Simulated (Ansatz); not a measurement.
# TiO2 (Rutile): the dielectric function from several functionals, part 2 of 2

Aim: the dielectric function of TiO2 (Rutile) in the independent-particle picture, and how it depends on the functional and on the gap. The runs, in order: HSE06 for the gap; optics with PBE on 4×4×6; optics with r2SCAN on 4×4×6; optics with PBE and scissors to the HSE06 gap on 4×4×6.

Ansatz 0.2.0; plane waves, PAW; no local fields, no excitons; no spin polarisation. The steps go on from the part before.

## Step 4: Optics, r2SCAN

input.yaml reads:

```yaml
crystal:
  lattice:
    - [4.5968460306, 0.0, 0.0]
    - [0.0, 4.5968460306, 0.0]
    - [0.0, 0.0, 2.9535014736]
  atoms:
    - { symbol: Ti, position: [0.0, 0.0, 0.0] }
    - { symbol: Ti, position: [0.5, 0.5, 0.5] }
    - { symbol: O, position: [0.3046430017, 0.3046430017, 0.0] }
    - { symbol: O, position: [0.1953569983, 0.8046430017, 0.5] }
    - { symbol: O, position: [0.6953569983, 0.6953569983, 0.0] }
    - { symbol: O, position: [0.8046430017, 0.1953569983, 0.5] }
kpoints:
  mp_grid: { grid: [4, 4, 6] }
hamiltonian:
  xc: r2scan
scf:
  occupations: { method: fixed }
output:
  optics:
    e_range: [0, 14]
    de: 0.05
    sigma: 0.1
    bands: { spectra_wanted_up_to: 14 }
  write_density: true
  write_potential: true
  elf: true
  volumetric_format: npy
```

Run with:

```bash
> ansatz run input.yaml --threads 4 --pin off --max-ram 5529MiB --backend cpu --events-out ev --progress --plain --runs-dir out
```

The program printed:

```text
Warning: RAYON_NUM_THREADS=4 ignored (pool sized by the plan → 4); use --threads N
Engine: ansatz 0.2.0, aarch64-unknown-linux-gnu
Pseudopotentials: kind: paw
Pseudopotential: Ti, paw, valence charge 12, recommended cutoff 500 eV (meta_gga), Ti.paw.azcp
Pseudopotential: O, paw, valence charge 6, recommended cutoff 500 eV (meta_gga), O.paw.azcp
Functional definition: r2SCAN
  parameter k0 = 0.174
  parameter k1 = 0.065
  parameter a1 = 4.9479
  exchange = r2scan_x(k0 = k0, k1 = k1, a1 = a1)
  correlation = r2scan_c
Crystal: 6 atoms, lattice volume = 62.410 Å³
Basis set: ecut = 500 eV, 1559 PW (Γ), exchange–correlation on 144×144×96 points (64 copies of the dense FFT grid, shifted against one another)
Bands: 30, of which v1, the nominal top of the filled ones, is band 24 counted from 1 (23 counted from 0)
Symmetry: 16 space group operations
Space group: P42/mnm (ITA 136), of the structure as read, at distance tolerance 4.0e-5 Å
k-points: 24 of 96
Non-local potential: Ti, projectors of the file, l = 0: 3, l = 1: 2, l = 2: 3, l = 3: 1
Non-local potential: O, projectors of the file, l = 0: 2, l = 1: 2, l = 2: 1
PAW form: soft (Blöchl's): semilocal exchange-correlation on the pseudo side does not see the compensation charge
PAW frozen core: Ti, regenerated for the run's functional (the file was generated under x = pbe(κ = 0.804, μ = 0.2195149727645171), c = pbe(β = 0.06672455060314922))
PAW frozen core: O, regenerated for the run's functional (the file was generated under x = pbe(κ = 0.804, μ = 0.2195149727645171), c = pbe(β = 0.06672455060314922))
PAW one-centre angular grid: Ti, 590 points (default); XC on 160 Gauss nodes
PAW one-centre angular grid: O, 302 points (default); XC on 160 Gauss nodes
Initial density: superposition of atomic densities (neutral atoms: chi_scale 0, normalization atom), corrected by the library's trained network
Initial wavefunctions: pseudopotential atomic-orbital guess
Functional: x = r2scan, c = r2scan; τ floored in thin density (d = 2e-4 eV/Å³)
SCF iter   1: F=—  HF=-7292.561798 eV  |F-HF|=—  |Δ(HF+E_count)|=         —  Δρ=2.75e-2  dr2=5.51e-1  dr2_τ=3.86e-1  ethr=1.77e-3  ⟨swp⟩=3.8  Hψ=2683  notcnv=0  defer=60
preconditioner: auto → Resta (q_TF=auto, 2.611 Å⁻¹)  ε∞=7.3  [insulator: Δε(μ)=2.736 eV  Ē_g=10.563 eV  n_scr=18 (ndim 8)  ℏωp=26.6 eV  f_vac=0.017  ε∞_Penn≈7.3]
SCF iter   2: F=—  HF=-7292.582822 eV  |F-HF|=—  |Δ(HF+E_count)|=   2.10e-2  Δρ=1.22e-2  dr2=4.46e-2  dr2_τ=2.82e-2  ethr=1.15e-3  ⟨swp⟩=3.0  Hψ=1580  notcnv=0  defer=37
SCF iter   3: F=—  HF=-7292.577351 eV  |F-HF|=—  |Δ(HF+E_count)|=   5.47e-3  Δρ=4.04e-3  dr2=6.08e-3  dr2_τ=5.39e-4  ethr=9.29e-5  ⟨swp⟩=2.0  Hψ=1123  notcnv=0  defer=88
SCF iter   4: F=—  HF=-7292.577145 eV  |F-HF|=—  |Δ(HF+E_count)|=   2.06e-4  Δρ=1.16e-3  dr2=4.19e-4  dr2_τ=1.05e-4  ethr=1.27e-5  ⟨swp⟩=2.0  Hψ=1012  notcnv=0  defer=96
SCF iter   5: F=—  HF=-7292.577216 eV  |F-HF|=—  |Δ(HF+E_count)|=   7.05e-5  Δρ=1.83e-4  dr2=2.33e-5  dr2_τ=1.49e-6  ethr=8.72e-7  ⟨swp⟩=2.1  Hψ=1049  notcnv=0  defer=96
SCF iter   6: F=—  HF=-7292.577220 eV  |F-HF|=—  |Δ(HF+E_count)|=   3.97e-6  Δρ=5.06e-5  dr2=2.18e-6  dr2_τ=1.10e-7  ethr=4.86e-8  ⟨swp⟩=2.0  Hψ=1259  notcnv=0  defer=37
SCF iter   7: F=—  HF=-7292.577219 eV  |F-HF|=—  |Δ(HF+E_count)|=   4.38e-7  Δρ=2.15e-5  dr2=3.38e-7  dr2_τ=1.66e-8  ethr=4.54e-9  ⟨swp⟩=2.4  Hψ=1129  notcnv=0  defer=37
SCF iter   8: F=—  HF=-7292.577219 eV  |F-HF|=—  |Δ(HF+E_count)|=   2.94e-8  Δρ=2.69e-6  dr2=5.14e-9  dr2_τ=9.19e-11  ethr=7.05e-10  ⟨swp⟩=2.0  Hψ=897  notcnv=0  defer=37
SCF iter   9: F=—  HF=-7292.577219 eV  |F-HF|=—  |Δ(HF+E_count)|=  9.09e-13  Δρ=2.58e-7  dr2=4.25e-11  dr2_τ=4.96e-12  ethr=1.07e-11  ⟨swp⟩=2.3  Hψ=1100  notcnv=0  defer=37
SCF iter  10: F=-7292.577219 eV  HF=-7292.577219 eV  |F-HF|=9.09e-13  |Δ(HF+E_count)|=  4.27e-11  Δρ=4.51e-8  dr2=1.10e-12  dr2_τ=7.94e-14  ethr=1.00e-12  ⟨swp⟩=7.5  Hψ=2102  notcnv=0
SCF 1 converged in 10 iterations: F = -7292.577219 eV  dr2 = 1.10e-12
NSCF: frozen V_eff on 24 k-points
Optics k sum: 0 of 24 k-points
[...]
WARN: output.optics: on 20 of the rows wanted, those up to 14.000 eV, the energy-loss function is not bounded in the bands left out, and is left empty along some axis. In full: what the bands over the 47 summed would add to eps1, eps2 and the energy-loss function is held between a lower and an upper bound (15 Lanczos steps). eps1, eps2 and their loss function (loss_summed_bands) are given on every row as the summed bands alone make them. Along an axis, on a row where the two bounds hold the loss function to about 1 % of the greater of itself and 0.5 % of |1/eps|, its cell (loss_completed) is given, with the completed eps1 and eps2 that it is formed of (a cell that is left empty reads nan in the table and null in the record). The two bounds hold it so along every axis on 261 of the 281 rows up to 14.000 eV; on the other 20, the lowest at 12.050 eV, those cells are left empty along some axis; the steps ended with no row wanted left that a further step could bound, as where the summed bands' own error is too great, or, of a sum inside the cells of its k-points, where these part, or are assumed to part, too far in what the bands left out add (a denser output.optics.nscf_kmesh narrows that). The run works to bound the rows up to 14.000 eV and no higher ones: a peak of the loss function over that energy may be left empty with no warning. To have the run work for it, set output.optics.bands.spectra_wanted_up_to to a higher energy. perfect_screening_sum, loss_f_sum_n_eff and, beside carriers, perfect_screening_limit are those of loss_summed_bands: over the bounded function the two sums would run over rows that are not all bounded, and lack what the bands left out lay past the top of the energy grid. Bounded is said of the bands left out alone, which are those that the basis at basis.ecutwfc holds: it says nothing of that cutoff, of the k-point mesh, of what the sum inside its cells errs by (eps2_relative_error), of the factors of all_electron_strengths, nor of how far the SCF is converged. The bands left out are taken at the k-points, and what their mean over the points' cells stands off that by is in neither bound: the run's estimate of it, which the test of a row counts in, is 0.48 % of |eps| at the most among the values given; where the mean stood off by over 0.5 % the points' spread read 0.1 to 3 times that
SCF converged after 10 iterations
Free energy (F): -7292.577219 eV
Harris-Foulkes:  -7292.577219 eV  (|F-HF|=9.09e-13)
Internal energy: -7292.577219 eV  (E = F + TS)
E sigma→0 (E₀):  -7292.577219 eV
Fermi energy:    8.807784 eV
--- Per-component energies (eV) ---
  E_band       = -440.814005
  E_kinetic    = 1251.147769
  E_local      = -3079.131403  (includes V_loc(G=0)·N_el)
  E_nonlocal   = 191.763569
  E_hartree    = 1170.443327
  E_xc         = -482.939526
  E_vxc        = -693.272074  (∫ρ·V_xc dr)
  E_paw        = -2747.307927  (= ΣΔE_a)
  E_vpaw       = -497.808029  (= ΣTr[D̂ρ^β])
  E_aug_tail   = 0.004759  (compensation charges beyond the density's cutoff)
  E_vtau       = 45.594761  (kinetic-family band-sum trace: ∫τ·v_τ [+ j·A + Jᵃ·Aᵃ] dr)
  E_ewald      = -3595.923110
  E_core_change = -0.634678  (= ΣΔE_core)
  E_smearing   = -0.000000  (= −TS)
  E_closure    = -0.000000  (closes the sum)
  Σ components = -7292.577219   (vs F -7292.577219, Δ=0.00e0)
--- Band table (eV; the first three rows and the last of 24) ---
  k-point 0: bands = ["-50.3503", "-50.3328", "-25.6029", "-25.6029", "-25.4249", "-25.4249", "-25.3772", "-25.3417", "-10.4396", "-9.2904", "-8.5314", "-8.5314", "2.9390", "3.3155", "3.8060", "4.8580", "4.8580", "6.1748", "6.1748", "6.7528", "8.0630", "8.3301", "8.3301", "8.8078", "11.0283", "11.3516", "11.5700", "11.6680", "11.6680", "13.5287"]
  k-point 1: bands = ["-50.3389", "-50.3237", "-25.5708", "-25.5708", "-25.4941", "-25.4649", "-25.4200", "-25.4200", "-10.1558", "-9.1326", "-8.6674", "-8.6674", "3.3313", "3.6091", "4.1315", "4.6304", "4.6304", "6.0031", "6.6589", "6.6589", "7.0728", "7.8171", "7.8171", "8.6358", "11.4256", "11.5644", "11.5995", "11.9858", "11.9858", "13.5239"]
  k-point 2: bands = ["-50.3151", "-50.3063", "-25.7199", "-25.7047", "-25.5000", "-25.5000", "-25.4157", "-25.4157", "-9.5103", "-8.9373", "-8.9373", "-8.8824", "4.1301", "4.1571", "4.6860", "4.6860", "4.9428", "5.0592", "5.6526", "6.7261", "6.7261", "7.1840", "7.1840", "7.8109", "11.5025", "11.9033", "12.3392", "12.5675", "12.5675", "12.9072"]
  k-point 23: bands = ["-50.3002", "-50.3002", "-25.8245", "-25.8245", "-25.4522", "-25.4522", "-25.4292", "-25.4292", "-9.1605", "-9.1605", "-8.8578", "-8.8578", "4.0060", "4.0060", "4.1423", "4.1423", "5.1645", "5.1645", "5.9748", "5.9748", "7.4955", "7.4955", "8.1018", "8.1018", "11.7502", "11.7502", "12.3823", "12.3823", "12.4182", "12.4182"]
```

Wall time 19 s (4 threads of Arm Neoverse V2, shared host); peak memory 0.99 GiB.

From the head of optics.tsv:

```
# eps_inf(xx yy zz) = 6.630799 6.630799 7.764015
# eps_inf_bands = all
# eps_inf_summed_bands(xx yy zz) = 6.436168 6.436168 7.589326
# eps_inf_completed(xx yy zz) = 6.630799 6.630799 7.764015
# eps2_relative_error = 0.0012
# eps_inf_relative_error = 0.0041
# f_sum_n_eff(xx yy zz) = 24.576299 24.576299 25.516301 of n_electrons = 48.000000
# n_bands = 47
# n_bands_set_by = photon_energy
# valid_up_to_ev = 22.861481
# least_direct_gap_ev = 2.220499e0 at k(fractional) = 0.000000 0.000000 0.000000, k_point = 0, channel = 0, bands = 23 24 (counted from 0)
```

The dielectric function from optics.tsv (yy equals xx), one row in 15 (narrow peaks fall between the rows):

```csv
E (eV),ε₂ xx,ε₂ zz,ε₁ xx,ε₁ zz
2.30,0.01,0.00,8.31,9.91
3.05,1.66,3.61,13.10,15.91
3.80,10.40,11.10,7.47,9.22
4.55,7.39,8.80,3.66,1.19
5.30,5.73,4.97,0.00,0.74
6.05,3.10,3.26,1.76,5.08
6.80,4.03,4.44,2.66,4.04
7.55,5.69,7.14,2.06,7.64
8.30,5.75,8.18,-0.96,-2.86
9.05,2.83,5.86,-2.41,-5.05
9.80,1.68,3.70,-0.60,-3.85
10.55,1.28,1.54,-0.25,-2.43
11.30,0.93,0.79,0.15,-1.41
12.05,0.83,0.44,0.64,-0.65
12.80,1.12,0.34,1.01,0.11
13.55,1.39,0.86,1.36,0.54
```

Tallest peaks of ε₂ (mean of the periodic axes): 10.8 at 3.35 eV, 10.7 at 3.85 eV, 10.5 at 4.15 eV.

## Step 5: Optics, PBE + 1.50 eV scissors

The scissors of 1.497 eV comes from the difference of HSE06 and PBE direct gaps in separate runs.

input.yaml: that of step 4 with these lines changed.

```diff
@@ -15,3 +15,3 @@
 hamiltonian:
-  xc: r2scan
+  xc: pbe
 scf:
@@ -24,2 +24,3 @@
     bands: { spectra_wanted_up_to: 14 }
+    scissors: 1.497
   write_density: true
```

Run with:

```bash
> ansatz run input.yaml --threads 4 --pin off --max-ram 5529MiB --backend cpu --events-out ev --progress --plain --runs-dir out
```

The program printed:

```text
Warning: RAYON_NUM_THREADS=4 ignored (pool sized by the plan → 4); use --threads N
Engine: ansatz 0.2.0, aarch64-unknown-linux-gnu
Pseudopotentials: kind: paw
Pseudopotential: Ti, paw, valence charge 12, recommended cutoff 420 eV (normal), Ti.paw.azcp
Pseudopotential: O, paw, valence charge 6, recommended cutoff 420 eV (normal), O.paw.azcp
Functional definition: PBE
  parameter kappa = 0.804
  parameter beta = 0.06672455060314922
  exchange = pbe_x(kappa = kappa, mu = beta*pi^2/3)
  correlation = pbe_c(beta = beta)
Crystal: 6 atoms, lattice volume = 62.410 Å³
Basis set: ecut = 420 eV, 1217 PW (Γ)
Bands: 30, of which v1, the nominal top of the filled ones, is band 24 counted from 1 (23 counted from 0)
Symmetry: 16 space group operations
Space group: P42/mnm (ITA 136), of the structure as read, at distance tolerance 4.0e-5 Å
k-points: 24 of 96
Non-local potential: Ti, projectors of the file, l = 0: 3, l = 1: 2, l = 2: 3, l = 3: 1
Non-local potential: O, projectors of the file, l = 0: 2, l = 1: 2, l = 2: 1
PAW form: soft (Blöchl's): semilocal exchange-correlation on the pseudo side does not see the compensation charge
PAW one-centre angular grid: Ti, 590 points (default); XC on 64 Gauss nodes
PAW one-centre angular grid: O, 110 points (default); XC on 64 Gauss nodes
Initial density: superposition of atomic densities (neutral atoms: chi_scale 0, normalization atom), corrected by the library's trained network
Initial wavefunctions: pseudopotential atomic-orbital guess
Functional: x = pbe(κ = 0.804, μ = 0.2195149727645171), c = pbe(β = 0.06672455060314922)
SCF iter   1: F=—  HF=-7277.279864 eV  |F-HF|=—  |Δ(HF+E_count)|=         —  Δρ=2.14e-3  dr2=1.70e-3  ethr=1.77e-3  ⟨swp⟩=3.7  Hψ=2675  notcnv=0  defer=54
preconditioner: auto → Resta (q_TF=auto, 2.611 Å⁻¹)  ε∞=9.0  [insulator: Δε(μ)=1.867 eV  Ē_g=9.428 eV  n_scr=18 (ndim 8)  ℏωp=26.6 eV  f_vac=0.018  ε∞_Penn≈9.0]
SCF iter   2: F=—  HF=-7277.280592 eV  |F-HF|=—  |Δ(HF+E_count)|=   7.28e-4  Δρ=1.26e-3  dr2=5.04e-4  ethr=3.54e-6  ⟨swp⟩=2.8  Hψ=1447  notcnv=0  defer=96
SCF iter   3: F=—  HF=-7277.280857 eV  |F-HF|=—  |Δ(HF+E_count)|=   2.66e-4  Δρ=6.31e-4  dr2=1.55e-4  ethr=1.05e-6  ⟨swp⟩=2.0  Hψ=1019  notcnv=0  defer=96
SCF iter   4: F=—  HF=-7277.280998 eV  |F-HF|=—  |Δ(HF+E_count)|=   1.41e-4  Δρ=1.10e-4  dr2=6.79e-6  ethr=3.23e-7  ⟨swp⟩=2.1  Hψ=1008  notcnv=0  defer=66
SCF iter   5: F=—  HF=-7277.281005 eV  |F-HF|=—  |Δ(HF+E_count)|=   7.31e-6  Δρ=3.12e-5  dr2=5.15e-7  ethr=1.42e-8  ⟨swp⟩=2.2  Hψ=1088  notcnv=0  defer=37
SCF iter   6: F=—  HF=-7277.281007 eV  |F-HF|=—  |Δ(HF+E_count)|=   1.78e-6  Δρ=1.14e-5  dr2=8.35e-8  ethr=1.07e-9  ⟨swp⟩=2.2  Hψ=1194  notcnv=0  defer=37
SCF iter   7: F=—  HF=-7277.281007 eV  |F-HF|=—  |Δ(HF+E_count)|=   8.20e-8  Δρ=3.06e-6  dr2=6.14e-9  ethr=1.74e-10  ⟨swp⟩=2.0  Hψ=987  notcnv=0  defer=37
SCF iter   8: F=—  HF=-7277.281007 eV  |F-HF|=—  |Δ(HF+E_count)|=   6.04e-9  Δρ=6.53e-7  dr2=2.17e-10  ethr=1.28e-11  ⟨swp⟩=2.0  Hψ=1049  notcnv=0  defer=37
SCF iter   9: F=-7277.281007 eV  HF=-7277.281007 eV  |F-HF|=2.73e-12  |Δ(HF+E_count)|=  2.56e-10  Δρ=1.37e-7  dr2=8.03e-12  ethr=1.00e-12  ⟨swp⟩=6.6  Hψ=2736  notcnv=0
SCF 1 converged in 9 iterations: F = -7277.281007 eV  dr2 = 8.03e-12
NSCF: frozen V_eff on 24 k-points
Optics k sum: 0 of 24 k-points
[...]
WARN: output.optics: on 17 of the rows wanted, those up to 14.000 eV, the energy-loss function is not bounded in the bands left out, and is left empty along some axis. In full: what the bands over the 44 summed would add to eps1, eps2 and the energy-loss function is held between a lower and an upper bound (16 Lanczos steps). eps1, eps2 and their loss function (loss_summed_bands) are given on every row as the summed bands alone make them. Along an axis, on a row where the two bounds hold the loss function to about 1 % of the greater of itself and 0.5 % of |1/eps|, its cell (loss_completed) is given, with the completed eps1 and eps2 that it is formed of (a cell that is left empty reads nan in the table and null in the record). The two bounds hold it so along every axis on 264 of the 281 rows up to 14.000 eV; on the other 17, the lowest at 13.150 eV, those cells are left empty along some axis; the steps ended with no row wanted left that a further step could bound, as where the summed bands' own error is too great, or, of a sum inside the cells of its k-points, where these part, or are assumed to part, too far in what the bands left out add (a denser output.optics.nscf_kmesh narrows that). The run works to bound the rows up to 14.000 eV and no higher ones: a peak of the loss function over that energy may be left empty with no warning. To have the run work for it, set output.optics.bands.spectra_wanted_up_to to a higher energy. perfect_screening_sum, loss_f_sum_n_eff and, beside carriers, perfect_screening_limit are those of loss_summed_bands: over the bounded function the two sums would run over rows that are not all bounded, and lack what the bands left out lay past the top of the energy grid. Bounded is said of the bands left out alone, which are those that the basis at basis.ecutwfc holds: it says nothing of that cutoff, of the k-point mesh, of what the sum inside its cells errs by (eps2_relative_error), of the factors of all_electron_strengths, nor of how far the SCF is converged. The bands left out are taken at the k-points, and what their mean over the points' cells stands off that by is in neither bound: the run's estimate of it, which the test of a row counts in, is 0.47 % of |eps| at the most among the values given; where the mean stood off by over 0.5 % the points' spread read 0.1 to 3 times that
SCF converged after 9 iterations
Free energy (F): -7277.281007 eV
Harris-Foulkes:  -7277.281007 eV  (|F-HF|=2.73e-12)
Internal energy: -7277.281007 eV  (E = F + TS)
E sigma→0 (E₀):  -7277.281007 eV
Fermi energy:    9.136699 eV
--- Per-component energies (eV) ---
  E_band       = -390.798033
  E_kinetic    = 1247.420073
  E_local      = -3085.946446  (includes V_loc(G=0)·N_el)
  E_nonlocal   = 196.440298
  E_hartree    = 1175.617056
  E_xc         = -492.916958
  E_vxc        = -624.294841  (∫ρ·V_xc dr)
  E_paw        = -2721.982016  (= ΣΔE_a)
  E_vpaw       = -475.661404  (= ΣTr[D̂ρ^β])
  E_aug_tail   = 0.010095  (compensation charges beyond the density's cutoff)
  E_ewald      = -3595.923110
  E_smearing   = -0.000000  (= −TS)
  E_closure    = -0.000000  (closes the sum)
  Σ components = -7277.281007   (vs F -7277.281007, Δ=0.00e0)
--- Band table (eV; the first three rows and the last of 24) ---
  k-point 0: bands = ["-47.7170", "-47.6999", "-24.0380", "-24.0380", "-23.8712", "-23.8712", "-23.8296", "-23.7949", "-9.0696", "-7.9005", "-7.1578", "-7.1578", "3.3750", "3.7882", "4.2226", "5.3205", "5.3205", "6.5872", "6.5872", "7.1727", "8.4439", "8.6919", "8.6919", "9.1367", "11.0236", "11.3202", "11.5649", "11.6582", "11.6582", "13.5441"]
  k-point 1: bands = ["-47.7056", "-47.6907", "-24.0078", "-24.0078", "-23.9444", "-23.9159", "-23.8662", "-23.8662", "-8.7877", "-7.7452", "-7.2894", "-7.2894", "3.7665", "4.0809", "4.5410", "5.0867", "5.0867", "6.4243", "7.0634", "7.0634", "7.4518", "8.1710", "8.1710", "8.9788", "11.4159", "11.5430", "11.5934", "11.9872", "11.9872", "13.5096"]
  k-point 2: bands = ["-47.6817", "-47.6731", "-24.1665", "-24.1515", "-23.9411", "-23.9411", "-23.8617", "-23.8617", "-8.1435", "-7.5506", "-7.5506", "-7.5015", "4.5703", "4.6284", "5.1161", "5.1161", "5.3745", "5.4487", "6.0552", "7.1030", "7.1030", "7.5724", "7.5724", "8.1632", "11.5034", "11.8829", "12.3088", "12.5660", "12.5660", "12.9035"]
  k-point 23: bands = ["-47.6669", "-47.6669", "-24.2693", "-24.2693", "-23.8951", "-23.8951", "-23.8755", "-23.8755", "-7.7719", "-7.7719", "-7.4808", "-7.4808", "4.4229", "4.4229", "4.5815", "4.5815", "5.6127", "5.6127", "6.4054", "6.4054", "7.8574", "7.8574", "8.4666", "8.4666", "11.7499", "11.7499", "12.3679", "12.3679", "12.3834", "12.3834"]
```

Run time: 12 s. Hardware: 4 threads of Arm Neoverse V2, shared host; peak memory 0.82 GiB.

optics.tsv begins:

```
# eps_inf(xx yy zz) = 6.074372 6.074372 7.081523
# eps_inf_bands = all
# eps_inf_summed_bands(xx yy zz) = 5.798028 5.798028 6.845778
# eps_inf_completed(xx yy zz) = 6.074372 6.074372 7.081523
# eps2_relative_error = 0.0011
# eps_inf_relative_error = 0.0041
# f_sum_n_eff(xx yy zz) = 21.367799 21.367799 22.718682 of n_electrons = 48.000000
# n_bands = 44
# n_bands_set_by = photon_energy
# valid_up_to_ev = 19.827495
# least_direct_gap_ev = 1.886947e0 at k(fractional) = 0.000000 0.000000 0.000000, k_point = 0, channel = 0, bands = 23 24 (counted from 0)
```

The dielectric function from optics.tsv (yy equals xx), one row in 14 (narrow peaks fall between the rows):

```tsv
E (eV)	ε₂ xx	ε₂ zz	ε₁ xx	ε₁ zz
3.40	0.00	0.00	8.42	10.09
4.10	1.26	2.78	13.11	16.58
4.80	9.52	12.22	8.88	10.00
5.50	8.73	11.93	2.94	0.58
6.20	7.69	6.25	-1.04	-0.54
6.90	3.80	2.88	0.26	2.69
7.60	3.32	4.81	2.58	3.93
8.30	5.51	6.22	3.69	5.60
9.00	8.08	15.40	0.75	0.20
9.70	5.46	8.78	-2.25	-3.48
10.40	1.69	3.57	-2.15	-3.64
11.10	1.65	2.38	-0.84	-4.11
11.80	1.29	1.13	-0.46	-2.53
12.50	1.01	0.74	0.06	-1.48
13.20	1.13	0.43	0.61	-0.77
13.90	1.18	0.49	0.77	0.11
```

The columns hold the bands summed alone, whose ε₁ at zero energy is 5.80 (xx, yy), 6.85 (zz), below the completed ε∞ of 6.07 (xx, yy), 7.08 (zz).

Tallest peaks of ε₂ (mean of the periodic axes): 12.6 at 4.50 eV, 12.0 at 4.95 eV, 11.7 at 5.30 eV.

## Step 6: The levels side by side

| level | mesh | least direct gap on the mesh (eV) | ε∞ | tallest peak of ε₂ | time |
| --- | --- | --- | --- | --- | --- |
| PBE | 4×4×6 | 1.89 | 7.55 (xx, yy), 8.89 (zz) | 12.7 at 3.00 eV | 12 s |
| r2SCAN | 4×4×6 | 2.22 | 6.63 (xx, yy), 7.76 (zz) | 10.8 at 3.35 eV | 19 s |
| PBE + 1.50 eV scissors | 4×4×6 | 3.38 | 6.07 (xx, yy), 7.08 (zz) | 12.6 at 4.50 eV | 12 s |

## Step 7: Results

This closing draws on all 2 parts.

| quantity | value |
| --- | --- |
| ε∞, PBE | 7.55 (xx, yy), 8.89 (zz) |
| ε∞, r2SCAN | 6.63 (xx, yy), 7.76 (zz) |
| ε∞, PBE + 1.50 eV scissors | 6.07 (xx, yy), 7.08 (zz) |
| tallest peak of ε₂, PBE | 12.7 at 3.00 eV |
| tallest peak of ε₂, r2SCAN | 10.8 at 3.35 eV |
| tallest peak of ε₂, PBE + 1.50 eV scissors | 12.6 at 4.50 eV |
| HSE06 direct gap | 3.38 eV |

In words: From PBE to PBE + 1.50 eV scissors the direct gap grows from 1.89 to 3.38 eV, and ε∞ goes from 8.00 to 6.41 (mean of the axes): a wider gap screens less. The response is anisotropic: with PBE ε∞ is 7.55 (xx, yy), 8.89 (zz). Local fields and excitons are left out: both change ε∞, and without excitons the onset lacks its lines.
